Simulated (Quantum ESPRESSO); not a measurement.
Moving the choice of potentials or basis in ZrS

The cell as given:

The structure is cubic, space group Fm-3m (No. 225). The conventional cell has a = 5.250 Å, b = 5.250 Å, c = 5.250 Å, α = 90.00°, β = 90.00°, γ = 90.00°. Zr (site symmetry m-3m) is surrounded by 6 S at 2.62 Å. S (site symmetry m-3m) has 6 Zr at 2.62 Å as nearest neighbours.

Kept alike: task relaxation of cell and atoms; functional PBEsol; k mesh 9 × 9 × 9; occupations fermi-dirac, width 0.05 eV; no spin polarisation. Program: Quantum ESPRESSO. Cutoffs run from 612 to 1225 eV. The mesh is that of the run's cell of 2 atoms. No spin-orbit coupling.

| choice of potentials or basis | volume (Å³/atom) |
| --- | --- |
| GBRV 1.5 PBEsol | 17.214 |
| PseudoDojo 0.4 SR PBEsol stringent | 17.244 |
| PseudoDojo 0.4.1 SR PBEsol standard | 17.244 |

The relaxations keep at least the cell's symmetry (Fm-3m). For a metal such a mesh leaves the last digits unconverged. Relaxations stop with a little pressure left, so the last digits of a volume or edge aren't settled.

Task: What does the choice of potentials or basis change here?

Result: The volume runs from 17.214 (GBRV 1.5 PBEsol) to 17.244 Å³/atom (PseudoDojo 0.4 SR PBEsol stringent; PseudoDojo 0.4.1 SR PBEsol standard).
